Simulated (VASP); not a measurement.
# InP: input slips in a relaxation and what they do

Some relaxations of InP get a fault in the input on purpose. Which of them show, and how? The starting structure is a measured crystal structure from the Crystallography Open Database. The first relaxation on each setting starts from this cell expanded by 3 % in volume.

Main program and level: VASP 6.6.1; Kohn-Sham DFT with plane waves and PAW; PBEsol.

**1. The starting structure**

It takes space group F-43m (No. 216, cubic). The conventional cell has a = 5.869 Å, b = 5.869 Å, c = 5.869 Å, α = 90.00°, β = 90.00°, γ = 90.00°. In has 4 P at 2.54 Å nearest. P has 4 In at 2.54 Å nearest. Farther neighbours are not listed.

Coordinates:

```
In P
1.0
     0.00000    2.93435    2.93435
     2.93435    0.00000    2.93435
     2.93435    2.93435    0.00000
In P
1 1
Direct
  0.00000 0.00000 0.00000
  0.75000 0.75000 0.75000
```

**2. Reference relaxation**

This run starts from the cell of an earlier relaxation, which isn't shown; the restart sets up the plane waves anew.

File INCAR:

```
SYSTEM = InP
PREC = Accurate
ENCUT = 450
EDIFF = 1E-06
NELM = 100
ISMEAR = 0
SIGMA = 0.03
LREAL = .FALSE.
ALGO = Normal
GGA = PS
NBANDS = 15
LORBIT = 11
LWAVE = .FALSE.
LCHARG = .FALSE.
KPAR = 8
IBRION = 2
NSW = 50
ISIF = 3
EDIFFG = -0.006
```

File POSCAR:

```
InP
1.0
    0.0000000000      2.9394256268      2.9394256268
    2.9394256268      0.0000000000      2.9394256268
    2.9394256268      2.9394256268      0.0000000000
In P
1 1
Direct
    0.0000000000      0.0000000000      0.0000000000
    0.7500000000      0.7500000000      0.7500000000
```

File KPOINTS:

```
Automatic mesh
0
Gamma
6 6 6
0 0 0
```

The projector-augmented-wave data sets are In_d and P (PBE family, release 64).

On the command line:

```sh
mpirun -np 8 vasp_std
```

Log:

```text
[banner, memory and clock lines left out]
running    8 mpi-ranks, on    1 nodes
 distrk:  each k-point on    1 cores,    8 groups
 distr:  one band on    1 cores,    1 groups

 POSCAR found type information on POSCAR InP
 POSCAR found :  2 types and       2 ions
|                                                                             |
|           W    W    AA    RRRRR   N    N  II  N    N   GGGG   !!!           |
|           W    W   A  A   R    R  NN   N  II  NN   N  G    G  !!!           |
|           W    W  A    A  R    R  N N  N  II  N N  N  G       !!!           |
|           W WW W  AAAAAA  RRRRR   N  N N  II  N  N N  G  GGG   !            |
|           WW  WW  A    A  R   R   N   NN  II  N   NN  G    G                |
|           W    W  A    A  R    R  N    N  II  N    N   GGGG   !!!           |
|                                                                             |
|     For optimal performance we recommend to set                             |
|       NCORE = 2 up to number-of-cores-per-socket                            |
|     NCORE specifies how many cores store one orbital (NPAR=cpu/NCORE).      |
|     This setting can greatly improve the performance of VASP for DFT.       |
|     The default, NCORE=1 might be grossly inefficient on modern             |
|     multi-core architectures or massively parallel machines. Do your        |
|     Unfortunately you need to use the default for GW and RPA                |
|     calculations (for HF NCORE is supported but not extensively tested      |
|     yet).                                                                   |
|                                                                             |

|                                                                             |
|               ----> ADVICE to this user running VASP <----                  |
|                                                                             |
|     You enforced a specific xc type in the INCAR file but a different       |
|     [... a line on the potential file left out ...]
|     I HOPE YOU KNOW WHAT YOU ARE DOING!                                     |
|                                                                             |

 LDA part: xc-table for (Slater+PW92), standard interpolation
 POSCAR, INCAR and KPOINTS ok, starting setup
 FFT: planning ... GRIDC
 FFT: planning ... GRID_SOFT
 FFT: planning ... GRID
 WAVECAR not read
 entering main loop
       N       E                     dE             d eps       ncg     rms          rms(c)
DAV:   1     0.106376341551E+03    0.10638E+03   -0.79324E+03   480   0.119E+03
DAV:   2    -0.248341293897E+01   -0.10886E+03   -0.10431E+03   529   0.288E+02
DAV:   3    -0.935919266969E+01   -0.68758E+01   -0.68418E+01   606   0.749E+01
DAV:   4    -0.954150894724E+01   -0.18232E+00   -0.18226E+00   626   0.133E+01
DAV:   5    -0.954942069871E+01   -0.79118E-02   -0.79114E-02   712   0.226E+00    0.540E+00
DAV:   6    -0.917886019340E+01    0.37056E+00   -0.59695E-01   750   0.141E+01    0.318E+00
DAV:   7    -0.914478867243E+01    0.34072E-01   -0.14852E-01   717   0.357E+00    0.111E+00
DAV:   8    -0.914212892429E+01    0.26597E-02   -0.14842E-02   623   0.152E+00    0.323E-01
DAV:   9    -0.914234638226E+01   -0.21746E-03   -0.13070E-03   662   0.456E-01    0.155E-01
DAV:  10    -0.914239763496E+01   -0.51253E-04   -0.16449E-04   741   0.129E-01    0.105E-01
DAV:  11    -0.914242548659E+01   -0.27852E-04   -0.34429E-05   607   0.643E-02    0.226E-02
DAV:  12    -0.914242513025E+01    0.35635E-06   -0.65558E-06   613   0.409E-02
   1 F= -.91424251E+01 E0= -.91424251E+01  d E =-.914243E+01
 curvature:   0.00 expect dE= 0.000E+00 dE for cont linesearch  0.000E+00
 trial: gam= 0.00000 g(F)=  0.109E-47 g(S)=  0.939E-07 ort = 0.000E+00 (trialstep = 0.100E+01)
 search vector abs. value=  0.940E-07
 reached required accuracy - stopping structural energy minimisation
```

The job ended after 2.6 s (8 MPI ranks of AMD EPYC 9R45, shared host; peak memory 1.2 GiB; 14 s of CPU time).

The logs omit lines about the potential files and the build; timing stands in the text.

From OUTCAR (step 2):

```text
ion  position               nearest neighbor table
   1  0.000  0.000  0.000-   2 2.55   2 2.55   2 2.55   2 2.55
   2  0.750  0.750  0.750-   1 2.55   1 2.55   1 2.55   1 2.55

  LATTYP: Found a face centered cubic cell.
 ALAT       =     5.8788512536

 Subroutine GETGRP returns: Found 24 space group operations
 (whereof 24 operations were pure point group operations)

The static configuration has the point symmetry T_d .

 Found     16 irreducible k-points:

   k-points           NKPTS =     16   k-points in BZ     NKDIM =     16   number of bands    NBANDS=     15

   dimension x,y,z NGX =    30 NGY =   30 NGZ =   30
   dimension x,y,z NGXF=    60 NGYF=   60 NGZF=   60

   ENCUT  =  450.0 eV  33.07 Ry    5.75 a.u.   7.19  7.19  7.19*2*pi/ulx,y,z

   NELECT =      18.0000    total number of electrons

 k-points in reciprocal lattice and weights: Automatic mesh
   0.00000000  0.00000000  0.00000000       0.005
   0.16666667  0.00000000  0.00000000       0.037
   0.33333333  0.00000000  0.00000000       0.037
   0.50000000  0.00000000  0.00000000       0.019
   0.16666667  0.16666667  0.00000000       0.028
   0.33333333  0.16666667  0.00000000       0.111
   0.50000000  0.16666667  0.00000000       0.111
  -0.33333333  0.16666667  0.00000000       0.111
  -0.16666667  0.16666667  0.00000000       0.056
[...]
-0.33333333  0.33333333  0.16666667       0.111
  -0.33333333  0.50000000  0.16666667       0.056

 average (electrostatic) potential at core
       1 -95.5830       2 -82.8310

 E-fermi :   5.1361

 k-point     1 :       0.0000    0.0000    0.0000
  band No.  band energies     occupation
    ...
      5      -8.9905      2.00000
      6      -6.4874      2.00000
      7       4.9995      2.00000
      8       4.9995      2.00000
      9       4.9995      2.00000
     10       5.5623      0.00000
     11       9.0103      0.00000
     12       9.0103      0.00000
     13       9.0103      0.00000
     14      13.3081      0.00000
    ...

 k-point     2 :       0.1667    0.0000    0.0000
  band No.  band energies     occupation
    ...
      5      -8.9901      2.00000
      6      -6.1756      2.00000
      7       2.7812      2.00000
      8       4.6935      2.00000
      9       4.6935      2.00000
     10       6.6852      0.00000
     11       9.3891      0.00000
     12       9.4504      0.00000
     13       9.4504      0.00000
     14      13.5445      0.00000
    ...

 k-point     3 :       0.3333    0.0000    0.0000
  band No.  band energies     occupation
    ...
      5      -8.9837      2.00000
      6      -5.3695      2.00000
      7       0.4080      2.00000
      8       4.2212      2.00000
      9       4.2212      2.00000
     10       6.5314      0.00000
     11       9.7890      0.00000
     12       9.7890      0.00000
     13      11.1320      0.00000
     14      13.6735      0.00000
    ...

  Total       -0.0011392     -0.0011392     -0.0011392     -0.0000000     -0.0000000      0.0000000
  in kB       -0.0359334     -0.0359334     -0.0359334     -0.0000000     -0.0000000      0.0000000
  external PRESSURE =      -0.0359334 kB  Pullay stress =       0.0000000 kB

  energy-cutoff  :      450.00
  volume of cell :       50.79
      direct lattice vectors                 reciprocal lattice vectors
     0.000000000  2.939425627  2.939425627    -0.170101259  0.170101259  0.170101259
     2.939425627  0.000000000  2.939425627     0.170101259 -0.170101259  0.170101259
     2.939425627  2.939425627  0.000000000     0.170101259  0.170101259 -0.170101259

 POSITION                                       TOTAL-FORCE (eV/Angst)
 -----------------------------------------------------------------------------------
      0.00000      0.00000      0.00000        -0.000000     -0.000000     -0.000000
      4.40914      4.40914      4.40914         0.000000      0.000000      0.000000
 -----------------------------------------------------------------------------------
    total drift:                               -0.000000     -0.000000     -0.000000

  FREE ENERGIE OF THE ION-ELECTRON SYSTEM (eV)
  ---------------------------------------------------
  free  energy   TOTEN  =        -9.1424251302 eV

  energy  without entropy=       -9.1424251302  energy(sigma->0) =       -9.14242513

 reached required accuracy - stopping structural energy minimisation

 total charge
# of ion       s       p       d       tot
------------------------------------------
    1        0.827   0.767   9.899  11.493
    2        1.027   1.476   0.000   2.503
--------------------------------------------------
tot          1.854   2.243   9.899  13.996

[... 3 further parts left out ...]
```

The PAW data sets were made with PBE, which is usual practice but a small mismatch for other functionals. The run keeps the 24 symmetry operations of its start, so it cannot find a distortion of lower symmetry.

The reference relaxation ends at 25.397 Å³ an atom. Pressures at 0.985 and 1.015 times this volume, from two more relaxations that aren't shown, give a bulk modulus of 67.0 GPa.

**3. Relaxation with a functional's name that the tag doesn't take**

A slip made on purpose: a functional's name that the tag doesn't take. Against step 2 the input has GGA = PBESOL (also changed: NELM).

INCAR: that of step 2 with these lines changed.

```diff
@@ -4,3 +4,3 @@
 EDIFF = 1E-06
-NELM = 100
+NELM = 60
 ISMEAR = 0
@@ -9,3 +9,3 @@
 ALGO = Normal
-GGA = PS
+GGA = PBESOL
 NBANDS = 15
```

File POSCAR:

```
InP
1.0
    0.0000000000      2.9634048599      2.9634048599
    2.9634048599      0.0000000000      2.9634048599
    2.9634048599      2.9634048599      0.0000000000
In P
1 1
Direct
    0.0000000000      0.0000000000      0.0000000000
    0.7500000000      0.7500000000      0.7500000000
```

KPOINTS is that of step 2.

On the command line:

```sh
mpirun -np 8 vasp_std
```

Log:

```text
[banner, memory and clock lines left out]
running    8 mpi-ranks, on    1 nodes
[...]
|                                                                             |
|           W    W    AA    RRRRR   N    N  II  N    N   GGGG   !!!           |
|           W    W   A  A   R    R  NN   N  II  NN   N  G    G  !!!           |
|           W    W  A    A  R    R  N N  N  II  N N  N  G       !!!           |
|           W WW W  AAAAAA  RRRRR   N  N N  II  N  N N  G  GGG   !            |
|           WW  WW  A    A  R   R   N   NN  II  N   NN  G    G                |
|           W    W  A    A  R    R  N    N  II  N    N   GGGG   !!!           |
|                                                                             |
|     For optimal performance we recommend to set                             |
|       NCORE = 2 up to number-of-cores-per-socket                            |
|     NCORE specifies how many cores store one orbital (NPAR=cpu/NCORE).      |
|     This setting can greatly improve the performance of VASP for DFT.       |
[...]
|     calculations (for HF NCORE is supported but not extensively tested      |
|     yet).                                                                   |
|                                                                             |

|                                                                             |
|     EEEEEEE  RRRRRR   RRRRRR   OOOOOOO  RRRRRR      ###     ###     ###     |
|     E        R     R  R     R  O     O  R     R     ###     ###     ###     |
|     E        R     R  R     R  O     O  R     R     ###     ###     ###     |
|     EEEEE    RRRRRR   RRRRRR   O     O  RRRRRR       #       #       #      |
|     E        R   R    R   R    O     O  R   R                               |
|     E        R    R   R    R   O     O  R    R      ###     ###     ###     |
|     EEEEEEE  R     R  R     R  OOOOOOO  R     R     ###     ###     ###     |
|                                                                             |
|     Error: One of the selected functionals does not exist.                  |
|                                                                             |
|       ---->  I REFUSE TO CONTINUE WITH THIS SICK JOB ... BYE!!! <----       |
|                                                                             |

1
1
1
1
1
1
1
1
```

Elapsed: 5.6 s, on 8 MPI ranks.

VASP stopped with this message: “Error: One of the selected functionals does not exist”.

**4. Relaxation with the cell held fixed (ISIF = 2)**

A slip made on purpose: the cell held fixed (ISIF = 2). Against step 2 the input has ISIF = 2 (also changed: NELM).

INCAR: that of step 3 with these lines changed.

```diff
@@ -9,3 +9,3 @@
 ALGO = Normal
-GGA = PBESOL
+GGA = PS
 NBANDS = 15
@@ -17,3 +17,3 @@
 NSW = 50
-ISIF = 3
+ISIF = 2
 EDIFFG = -0.006
```

POSCAR is that of step 3.

KPOINTS is that of step 3.

On the command line:

```sh
mpirun -np 8 vasp_std
```

Log:

```text
[banner, memory and clock lines left out]
running    8 mpi-ranks, on    1 nodes
[...]
[... a notice as in an earlier step ...]

 [... a notice as in an earlier step ...]

 LDA part: xc-table for (Slater+PW92), standard interpolation
 POSCAR, INCAR and KPOINTS ok, starting setup
[...]
entering main loop
       N       E                     dE             d eps       ncg     rms          rms(c)
DAV:   1     0.110359920837E+03    0.11036E+03   -0.78782E+03   487   0.119E+03
DAV:   2    -0.214678614980E+01   -0.11251E+03   -0.10833E+03   515   0.299E+02
DAV:   3    -0.934138556542E+01   -0.71946E+01   -0.71615E+01   606   0.767E+01
DAV:   4    -0.952345380672E+01   -0.18207E+00   -0.18200E+00   601   0.136E+01
[...]
DAV:  10    -0.913638046458E+01   -0.41078E-04   -0.14736E-04   745   0.103E-01    0.966E-02
DAV:  11    -0.913640981593E+01   -0.29351E-04   -0.35251E-05   580   0.621E-02    0.206E-02
DAV:  12    -0.913640968296E+01    0.13298E-06   -0.59969E-06   641   0.373E-02
   1 F= -.91364097E+01 E0= -.91364097E+01  d E =-.913641E+01
[...]
reached required accuracy - stopping structural energy minimisation
```

Wall time 2 s (8 MPI ranks); peak memory 1.1 GiB; 12 s of CPU time.

From OUTCAR (step 4):

```text
  Total       -0.5008549     -0.5008549     -0.5008549     -0.0000000     -0.0000000      0.0000000
  in kB      -15.4176980    -15.4176980    -15.4176980     -0.0000000     -0.0000000      0.0000000
  external PRESSURE =     -15.4176980 kB  Pullay stress =       0.0000000 kB

 POSITION                                       TOTAL-FORCE (eV/Angst)
 -----------------------------------------------------------------------------------
      0.00000      0.00000      0.00000        -0.000000     -0.000000     -0.000000
      4.44511      4.44511      4.44511         0.000000      0.000000      0.000000
 -----------------------------------------------------------------------------------
    total drift:                               -0.000000     -0.000000      0.000000

  FREE ENERGIE OF THE ION-ELECTRON SYSTEM (eV)
  ---------------------------------------------------
  free  energy   TOTEN  =        -9.1364096830 eV

  energy  without entropy=       -9.1364096830  energy(sigma->0) =       -9.13640968

[... 2 parts as in an earlier step ...]

[... 2 further parts left out ...]
[key lines of the parts left out:]
E-fermi :   4.9429
```

With the cell held fixed (ISIF = 2) the cell ends at 26.024 Å³ an atom, +2.47 % from the reference.

(Part 1 of 2 ends here.)

[Lines on the potential files, build, host, timing and source positions are cut from VASP's logs without a mark.]

[Logs are printed without paths, hosts, clocks, repeated set-up lines and the standing remarks that a program may print on its own settings, such as how far it seeks lower states.]

[Hosts, paths, dates, database ids (printed as entryN), source tags and the programs' standing remarks are cut or masked in the printed files.]
